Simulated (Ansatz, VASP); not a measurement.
## One calculation of ScAl3, two programs

```
Sc Al
1.0
     4.03167    0.00000    0.00000
     0.00000    4.03167    0.00000
     0.00000    0.00000    4.03167
Sc Al
1 3
Direct
  0.00000 0.00000 0.00000
  0.50000 0.00000 0.50000
  0.00000 0.50000 0.50000
  0.50000 0.50000 0.00000
```

Alike in both runs: functional LDA; k mesh 10 × 10 × 10; occupations gaussian, width 0.1 eV; no spin polarisation.

Ansatz relaxed the structure, and its values are those at the end. VASP's run is a single point on that final structure, the one shown.

|  | VASP | Ansatz |
| --- | --- | --- |
| version | VASP 6.6.1 | Ansatz 0.2.0 |
| potentials or method | VASP PAW LDA potentials, release 64 (Sc_sv, Al) | scalar-relativistic, plane waves, PAW |
| plane-wave cutoff (eV) | 520 | 420 |
| valence electrons in the cell | 20 | 20 |

|  | VASP | Ansatz | Ansatz less VASP |
| --- | --- | --- | --- |
| gap on the k mesh at the Fermi level (eV) | none | none | - |
| pressure (GPa) | 0.2 | 0.0 | -0.19 |

A gap of «none» marks a metal or a gap that the smearing closes.
